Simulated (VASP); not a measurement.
# CoO (Fm-3m) in VASP: a series of runs, part 2 of 2

VASP 6.6.1. Earlier steps stand in the parts before.

**3. Relaxation of cell and atoms, PBE, collinear spin, ferromagnetic start**

This run uses another cell than the first one, of 9.55 Å³/atom, 0.986 times its volume.

The input, INCAR:

```
ALGO = Normal
EDIFF = 1E-7
EDIFFG = -0.002
ENCUT = 520
GGA = PE
IBRION = 2
ISIF = 3
ISMEAR = 0
ISPIN = 2
LASPH = T
LCHARG = F
LMAXMIX = 4
LORBIT = 11
LREAL = F
LWAVE = F
MAGMOM = 3 0
NELM = 100
NSW = 80
PREC = Accurate
SIGMA = 0.02
```

The input, KPOINTS:

```
k-points
0
Gamma
  12 12 12
```

The input, POSCAR:

```
CoO                                     
1.0
   -0.0000000000      2.1217127722      2.1217127722
    2.1217127722     -0.0000000000      2.1217127722
    2.1217127722      2.1217127722      0.0000000000
  Co              O             
     1     1
Direct
     0.0000000000000000    0.0000000000000000    0.0000000000000000
     0.5000000000000000    0.5000000000000000    0.5000000000000000
```

Potentials or basis: VASP PAW PBE potentials, release 64 (Co, O).

Run with:

```bash
$ cat potpaw_PBE.64/Co/POTCAR potpaw_PBE.64/O/POTCAR > POTCAR
$ mpirun -np 1 vasp_std > vasp.out
```

OUTCAR:

```text
EDIFF = 1E-7
   EDIFFG = -0.002
   ENCUT = 520
   GGA = PE
   IBRION = 2
   ISIF = 3
   ISMEAR = 0
   ISPIN = 2
   LASPH = T
   LORBIT = 11
   LREAL = F
   NELM = 100
   NSW = 80
   PREC = Accurate

 ion  position               nearest neighbor table
   1  0.000  0.000  0.000-   2 2.12   2 2.12   2 2.12   2 2.12   2 2.12   2 2.12
   2  0.500  0.500  0.500-   1 2.12   1 2.12   1 2.12   1 2.12   1 2.12   1 2.12

  LATTYP: Found a face centered cubic cell.
 ALAT       =     4.2434255444

  Lattice vectors:

[... 987 lines left out ...]

 VOLUME and BASIS-vectors are now :
 -----------------------------------------------------------------------------
  energy-cutoff  :      520.00
  volume of cell :       19.10
      direct lattice vectors                 reciprocal lattice vectors
     0.000000000  2.121712772  2.121712772    -0.235658665  0.235658665  0.235658665
     2.121712772  0.000000000  2.121712772     0.235658665 -0.235658665  0.235658665
     2.121712772  2.121712772  0.000000000     0.235658665  0.235658665 -0.235658665

 POSITION                                       TOTAL-FORCE (eV/Angst)
 -----------------------------------------------------------------------------------
      0.00000      0.00000      0.00000         0.000000      0.000000      0.000000
      2.12171      2.12171      2.12171         0.000000      0.000000      0.000000
 -----------------------------------------------------------------------------------
    total drift:                                0.000000     -0.000000     -0.000000

  FREE ENERGIE OF THE ION-ELECTRON SYSTEM (eV)
  ---------------------------------------------------
  free  energy   TOTEN  =       -13.0467306669 eV

  energy  without entropy=      -13.0459807371  energy(sigma->0) =      -13.04635570

 reached required accuracy - stopping structural energy minimisation

 total charge

# of ion       s       p       d       tot
------------------------------------------
    1        0.297   0.364   7.150   7.811
    2        1.556   3.430   0.000   4.986
--------------------------------------------------
tot          1.853   3.794   7.150  12.797

 magnetization (x)

# of ion       s       p       d       tot
------------------------------------------
    1        0.021   0.018   2.519   2.558
    2        0.029   0.273   0.000   0.302
--------------------------------------------------
tot          0.050   0.291   2.519   2.860
```

OSZICAR:

```text
N       E                     dE             d eps       ncg     rms          rms(c)
DAV:   1     0.829869281612E+02    0.82987E+02   -0.75580E+03  3824   0.139E+03
DAV:   2    -0.101378779487E+02   -0.93125E+02   -0.82251E+02  3990   0.271E+02
[... 11 lines left out ...]
DAV:  14    -0.130467282819E+02    0.16826E-04   -0.84210E-05  5492   0.140E-01    0.190E-02
DAV:  15    -0.130467307896E+02   -0.25076E-05   -0.11570E-05  5446   0.745E-02    0.173E-02
DAV:  16    -0.130467313702E+02   -0.58062E-06   -0.23944E-06  4456   0.187E-02    0.126E-02
DAV:  17    -0.130467308114E+02    0.55874E-06   -0.86827E-07  5443   0.170E-02    0.264E-03
DAV:  18    -0.130467307063E+02    0.10517E-06   -0.14617E-07  2267   0.544E-03    0.120E-03
DAV:  19    -0.130467306669E+02    0.39379E-07   -0.32423E-08  1887   0.260E-03
   1 F= -.13046731E+02 E0= -.13046356E+02  d E =-.130467E+02  mag=     2.9100
```

CONTCAR:

```text
CoO
   1.00000000000000
     0.0000000000000000    2.1217127722000000    2.1217127722000000
     2.1217127722000000    0.0000000000000000    2.1217127722000000
     2.1217127722000000    2.1217127722000000    0.0000000000000000
  Co              O
     1     1
Direct
     0.0000000000000000    0.0000000000000000    0.0000000000000000
     0.5000000000000000    0.5000000000000000    0.5000000000000000

  0.00000000E+00  0.00000000E+00  0.00000000E+00
  0.00000000E+00  0.00000000E+00  0.00000000E+00
```

It took 18 s on 1 thread of Intel Xeon 6975P-C (Granite Rapids), shared host; peak memory 0.17 GiB.

What came out:

* Free energy: -13.0467 eV
* Pressure after relaxing: 0.0 GPa
* Band gap on the k mesh: none (metal or under the smearing width)
* Net moment: 2.91 μB per cell
* Site moments: Co +2.56; O +0.30 μB
* Valence electrons inside the program's atomic spheres: Co 7.81; O 4.99

Final structure:
```
CELL_PARAMETERS angstrom
0.00000 2.12171 2.12171
2.12171 0.00000 2.12171
2.12171 2.12171 0.00000
ATOMIC_POSITIONS crystal
Co 0.00000 0.00000 0.00000
O 0.50000 0.50000 0.50000
```

Levels at points of the mesh, in eV from the Fermi level:
Spin up:
```csv
k point,band 6,band 7,band 8,band 9,band 10,band 11,band 12,band 13
"(0.00, 0.00, 0.00)",-3.16,-3.09,-3.09,-3.09,1.07,16.90,18.23,18.23
"(0.50, 0.00, 0.00)",-2.35,-1.80,0.13,0.13,5.10,9.46,13.53,13.53
"(0.50, 0.50, 0.00)",-2.92,-2.40,-2.07,-2.07,5.95,9.90,11.74,15.89
```
Spin down:
| k point | band 4 | band 5 | band 6 | band 7 | band 8 | band 9 |
| --- | --- | --- | --- | --- | --- | --- |
| (0.00, 0.00, 0.00) | -2.59 | -1.12 | -1.12 | -1.12 | 0.05 | 0.05 |
| (0.50, 0.00, 0.00) | -4.69 | -0.13 | -0.13 | 0.18 | 2.73 | 2.74 |
| (0.50, 0.50, 0.00) | -3.86 | -2.26 | 0.13 | 0.13 | 0.53 | 1.01 |

Caveat: the relaxation stopped at its first step, so nothing moved; a cell with one magnetic atom can't hold antiferromagnetic order, which such compounds often take; semilocal functionals often make such compounds metallic where correlation or magnetic order opens a gap, which also shifts bond lengths. With open d or f shells a metallic result of PBE can be an artefact of self-interaction; +U or a hybrid may open a gap.

**4. Vibrations by finite differences, PBE, collinear spin, ferromagnetic start**

This run uses another cell than the first one, of 9.55 Å³/atom, 0.986 times its volume.

The input, INCAR:

```
ALGO = Normal
EDIFF = 1E-8
ENCUT = 520
GGA = PE
IBRION = 6
ISIF = 3
ISMEAR = 0
ISPIN = 2
LASPH = T
LCHARG = F
LMAXMIX = 4
LORBIT = 11
LREAL = F
LWAVE = F
MAGMOM = 3 0
NBANDS = 18
NELM = 100
NFREE = 2
NSW = 1
POTIM = 0.015
PREC = Accurate
SIGMA = 0.02
```

KPOINTS is that of step 3.

POSCAR: that of step 3 with these lines changed.

```diff
@@ -2,4 +2,4 @@
 1.0
-   -0.0000000000      2.1217127722      2.1217127722
-    2.1217127722     -0.0000000000      2.1217127722
+    0.0000000000      2.1217127722      2.1217127722
+    2.1217127722      0.0000000000      2.1217127722
     2.1217127722      2.1217127722      0.0000000000
```

Run with:

```bash
$ cat potpaw_PBE.64/Co/POTCAR potpaw_PBE.64/O/POTCAR > POTCAR
$ mpirun -np 1 vasp_std > vasp.out
```

Run time: 25 min. Hardware: 1 thread of Intel Xeon 6975P-C (Granite Rapids), shared host; peak memory 0.6 GiB.

The run converged. Its results:

| Quantity | Value |
| --- | --- |
| Net moment | 2.91 μB per cell |
| Site moments | Co +2.56; O +0.30 μB |
| Valence electrons inside the program's atomic spheres | Co 7.81; O 4.99 |
| Elastic constants C11, C12, C44 | 177, 164, -44 GPa |
| Voigt bulk modulus | 168 GPa |
| Highest phonon frequency at Γ | 169 cm⁻¹ |

Phonon frequencies in cm⁻¹ (negative: imaginary):
```tsv
q point	frequencies
(0.000, 0.000, 0.000)	0 0 0 169 169 169
```

Elastic tensor in Voigt notation (GPa, in the Cartesian axes of the cell as first typed):
```
177 164 164   0   0   0
164 177 164   0   0   0
164 164 177   0   0   0
  0   0   0 -44   0   0
  0   0   0   0 -44   0
  0   0   0   0   0 -44
```

Clamped-ion elastic tensor (GPa):
```
177 164 164   0   0   0
164 177 164   0   0   0
164 164 177   0   0   0
  0   0   0 -44   0   0
  0   0   0   0 -44   0
  0   0   0   0   0 -44
```

Caveat: the elastic tensor has a negative eigenvalue, so either the cell is unstable as it stands or the mesh is too thin; a cell with one magnetic atom can't hold antiferromagnetic order, which such compounds often take; semilocal functionals often make such compounds metallic where correlation or magnetic order opens a gap, which also shifts bond lengths.
